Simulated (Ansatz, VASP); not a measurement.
Two plane-wave programs on MgI2

The input INCAR:

```
ALGO = Normal ; EDIFF = 1E-7
ENCUT = 520 ; GGA = PE
ISIF = 2 ; ISMEAR = 0
LASPH = T ; LCHARG = F
LREAL = F ; LWAVE = F
NBANDS = 15 ; NELM = 60
PREC = Accurate ; SIGMA = 0.05
```

Contents of KPOINTS:

```
k-points
0
Gamma
  6 6 4
```

Contents of POSCAR:

```
MgI2
1.0
    4.2734827252      0.0000000000      0.0000000000
   -2.1367413626      3.7009446027      0.0000000000
    0.0000000000      0.0000000000      7.9347883382
Mg I
1 2
Direct
    0.0000000000      0.0000000000      0.0000000000
    0.3333333333      0.6666666667      0.7858667836
    0.6666666667      0.3333333333      0.2141332164
```

Input for Ansatz:

```yaml
crystal:
  lattice:
    - [4.2734827252, 0.0, 0.0]
    - [-2.1367413626, 3.7009446027, 0.0]
    - [0.0, 0.0, 7.9347883382]
  atoms:
    - { symbol: Mg, position: [0.0, 0.0, 0.0] }
    - { symbol: I, position: [0.3333333333, 0.6666666667, 0.7858667836] }
    - { symbol: I, position: [0.6666666667, 0.3333333333, 0.2141332164] }
basis:
  ecutwfc: 520.0
kpoints:
  mp_grid: { grid: [6, 6, 4] }
hamiltonian:
  xc: pbe
scf:
  occupations: { method: gaussian, width: 0.05 }
output:
  forces: true
  stress: true
  eigenvalues: true
```

Alike in both runs: task single point; functional PBE; k mesh 6 × 6 × 4; occupations gaussian, width 0.05 eV; no spin polarisation.

|  | VASP | Ansatz |
| --- | --- | --- |
| version | VASP 6.6.1 | Ansatz 0.2.0 |
| potentials or method | VASP PAW PBE potentials, release 64 (Mg, I) | scalar-relativistic, plane waves, PAW |
| plane-wave cutoff (eV) | 520 | 520 |
| valence electrons in the cell | 16 | 44 |

|  | VASP | Ansatz | Ansatz less VASP |
| --- | --- | --- | --- |
| gap on the k mesh at the Fermi level (eV) | 3.55 | 3.56 | +0.015 |
| least direct gap on the mesh (eV) | 3.55 | 3.56 | +0.015 |
| pressure (GPa) | -1.1 | -1.0 | +0.05 |
| largest component of the traceless stress (GPa) | 0.09 | 0.08 | -0.005 |
| rms of the force components (eV/Å) | 0.105 | 0.101 | -0.0046 |

Atom by atom the forces differ by 0.005 eV/Å (rms over components). The functional is the same, so the differences come from potentials, cutoffs and numerics. The two sets of potentials don't hold the same shells in valence.

Caveats: spin-orbit coupling is left out, which moves the levels of the heavy elements; this functional lacks dispersion, which binds the layers, so the pressure and a relaxed spacing across them are unreliable. A k mesh can miss the band edges.
